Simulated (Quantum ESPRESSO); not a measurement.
Crystal: HfC.

```
Hf C
1.0
     0.00000    2.32500    2.32500
     2.32500    0.00000    2.32500
     2.32500    2.32500    0.00000
Hf C
1 1
Cartesian
  2.3250 2.3250 2.3250
  0.0000 0.0000 0.0000
```

Base run:

| Quantity | Value |
| --- | --- |
| Program | Quantum ESPRESSO 7.5 |
| Functional | PBE |
| Potentials or basis | SSSP 1.3 efficiency PBE |
| Cutoff | 816 eV |
| Density cutoff | 5987 eV |
| k mesh | 10 × 10 × 10 |
| Occupations | fermi-dirac, width 0.05 eV |
| Spin | no spin polarisation |
| Hubbard terms | Hf d U = 2 eV |

Its results: band gap on the k mesh none (metal or under the smearing width); pressure 3.6 GPa.

Q: After a change of settings the same cell gave: band gap on the k mesh none (metal or under the smearing width); pressure 5.3 GPa. Which change was it?
A. hubbard terms from Hf d U = 2 eV to Hf d U = 4 eV
B. hubbard terms from Hf d U = 2 eV to Hf d U = 3 eV
C. hubbard terms from Hf d U = 2 eV to none

A: B.

Caveats: U without spin polarisation on a metal has little footing; the U is typed as a test and isn't derived for this compound.
